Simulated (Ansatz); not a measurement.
Reaction (formal exchange of groups at the Si–C bond): `N#C[SiH2]C#N` + `CCCC#N` → `CC[SiH2]C#N` + `N#CCC#N`

Calculated with Ansatz (gas phase, PBE0-D4/def2-TZVP geometries, no zero-point term in ΔE). CCSD(T)/CBS adds triple-zeta CCSD(T) − MP2 to the extrapolated MP2 energy (def2 sets, frozen cores). DFT in def2-TZVPP. One conformer a species, not always the lowest.

```json
{"species": "`N#C[SiH2]C#N`", "PBE0-D4 energy (Eh)": "-476.12044"}
{"species": "`CCCC#N`", "PBE0-D4 energy (Eh)": "-211.20622"}
{"species": "`CC[SiH2]C#N`", "PBE0-D4 energy (Eh)": "-462.51990"}
{"species": "`N#CCC#N`", "PBE0-D4 energy (Eh)": "-224.79739"}
```

Problem. Work out ΔE.

Solution. ΔE = (-462.51990) + (-224.79739) − (-476.12044) − (-211.20622) = 0.00937 Eh = +24.6 kJ/mol. CCSD(T)/CBS gives +34.3 kJ/mol.

Largest T1 diagnostic among the species: 0.014.

Leaving LDA and LC-ωPBE aside and taking each functional with its dispersion term where it has one, the values, not all of them listed here, spread over 10.2 kJ/mol, from PBE-D4 to B2PLYP. LDA lies −5.7 kJ/mol from PBE without D4. In def2-TZVPP, CCSD(T) changes the Hartree–Fock value by −5.0 kJ/mol (the triples alone add −0.2 kJ/mol) and MP2 by −5.0 kJ/mol.
